In a crystal of black phosphorus, bonded pairs of atoms move as units, neighbouring pairs in opposite directions, along the axis on which the layers are stacked. The amplitude x is the largest displacement in Å. The energy change, from density functional theory, is the cost for a cell of four atoms. Opposite signs of x give equivalent crystals, so -0.15 and -0.3 can be read as 0.15 and 0.3.

Black phosphorus (Cmce; relaxed, conventional a = 3.317, b = 10.291, c = 4.197 Å) with one vibrational mode frozen in. Computed with Ansatz 0.2.0: PBEsol, scalar-relativistic plane-wave PAW, no spin polarisation, 420 eV cutoff, 16×16×12 k mesh, 0.15 eV Gaussian smearing. Energies are free energies relative to the undisplaced cell; pressure is positive in compression.

```csv
amplitude (Å of the largest displacement),energy change (meV a cell),force along mode (eV/Å),pressure (GPa),gap on mesh (eV)
-0.3,525.2,4.508,-2.88,0.000
-0.15,85.3,1.479,-0.82,0.087
0,0.0,0.000,-0.01,0.000
0.0375,3.0,-0.177,-0.05,0.000
0.075,14.9,-0.480,-0.20,0.035
0.1125,40.7,-0.918,-0.46,0.129
0.1875,153.0,-2.147,-1.25,0.000
0.225,247.4,-2.900,-1.75,0.000
0.2625,371.1,-3.705,-2.30,0.000
```

**(a) Use the rows 0.075 and 0.225 to find a rule for the energy, and check it on the rows -0.15 and -0.3.**

*Solution.* For an ideal spring, energy divided by x² would be constant. Here it rises with every step in |x|, and nearly along a straight line. Two rows fix such a line:

- at 0.075: 0.0149 eV / 0.075² = 2.65 eV/Å²
- at 0.225: 0.2474 eV / 0.225² = 4.89 eV/Å²

The slope is (4.89 − 2.65)/0.15 ≈ 15, and the line meets x = 0 near 1.5. With E in eV and x in Å,

E ≈ x² (1.5 + 15|x|).

The estimates follow:

- |x| = 0.15: 0.0225 × 3.75 = 0.084 eV; the table has 0.085 eV
- |x| = 0.3: 0.09 × 6.0 = 0.54 eV; the table has 0.525 eV

Neither row helped to set the two constants, although the form of the rule was chosen with the whole table in view. Doubling the displacement from 0.15 to 0.3 costs about six times the energy, where an ideal spring would ask for four.

**(b) By symmetry the first correction to a spring should go as x⁴. Why does E/x² rise almost along a straight line instead?**

*Solution.* A rule with x² and x⁴ terms, set by the same two rows, is 17 % too high at 0.3 and 8 % too low at 0.15. Measured against the harmonic energy of this vibration, the x⁴ coefficient that the table requires falls to about a third between 0.075 and 0.3. The stiffening therefore comes earlier than an x⁴ term would bring it. This suggests a crystal that is soft at the start and gradually loses that softness.

Theory offers a reason. Moving the atoms mixes filled electron states with empty ones, and this mixing lowers the energy. The simplest system that behaves so is a single pair of levels, one filled and one empty, held by an ordinary spring:

E = Kx² − C[√(x² + s²) − s].

K is the stiffness without mixing, C the strength of the mixing, and s the displacement at which the coupling between the levels reaches half their original spacing. Well below s the gain grows as x² and cancels part of the spring. Well above s it grows only as |x|, so the spring regains its strength. Between these limits E/x² climbs almost in a straight line, which is the stretch that the rule uses.

A least-squares fit of K, C and s to E/x² in the eight displaced rows follows them closely. Continued to zero amplitude it gives 2.0 eV/Å², against 1.94 from the separately calculated vibration. That agreement supports the shape of the curve but doesn't prove its cause, and the three constants are too entangled to be read singly.

The pressure is compatible with this. It is negative in all displaced rows and close to −34x² GPa, which means that the distortion costs less in a smaller cell. If all three axes shrink alike and the volume falls by 1 %, the 1.5 in the rule drops by about 0.15. Compression is known to bring filled and empty states of black phosphorus closer together, which should ease their mixing. But the pressure doesn't single out mixing as the cause. Bonds between atoms that move in opposite directions lengthen in proportion to x², and stretched bonds pull the cell inwards too. Their stretching can't be the whole story, though. At 0.15 the cell is pulled inwards by 1.8 GPa along c but only 0.3 GPa along a, while these bonds lean slightly more towards a. They also add a cost that grows as x⁴, which alone wouldn't give the early stiffening.

The comparison with two levels has a limit, and the gap shows it. For a single pair the gap would only widen with |x|, whereas here the gap on the mesh opens and is closed again from 0.1875 onwards. Other states than a single pair must therefore move too, and the model can at best describe an average over many. The closed gap at zero amplitude is itself a fault of the calculation: black phosphorus is a semiconductor, and functionals of this kind underestimate gaps. The relaxed cell is also shorter along c than the measured one, which is expected to narrow the gap further. If mixing is the cause, the real crystal is expected to be less soft at the start than this calculation makes it.

**(c) How far can the rule be trusted?**

*Solution.* Over the displaced rows its energies are within 4 % of the table. A sharper test is the force, which is the slope of the energy: 3|x| + 45x² eV/Å. It agrees within 2 % up to 0.225, but is 10 % too large at 0.3. The computed curve is bending below the rule there, so the rule shouldn't be carried further.

At the small end, a smooth symmetric well can't contain an |x|³ term. Below about 0.03 Å the plain spring, 1.94x², should take over; the rule's 1.5 would be 22 % too low at the very bottom. Near that end the table is less certain too, because removing the electronic smearing lowers the energy at 0.0375 by 5 to 6 %.

Finally, the cell and all other atomic motions were held fixed. At 0.3 each atom still feels about 0.5 eV/Å along c, a direction in which this mode doesn't move it. If the atoms could follow that force, the distortion would cost less than the rule says.
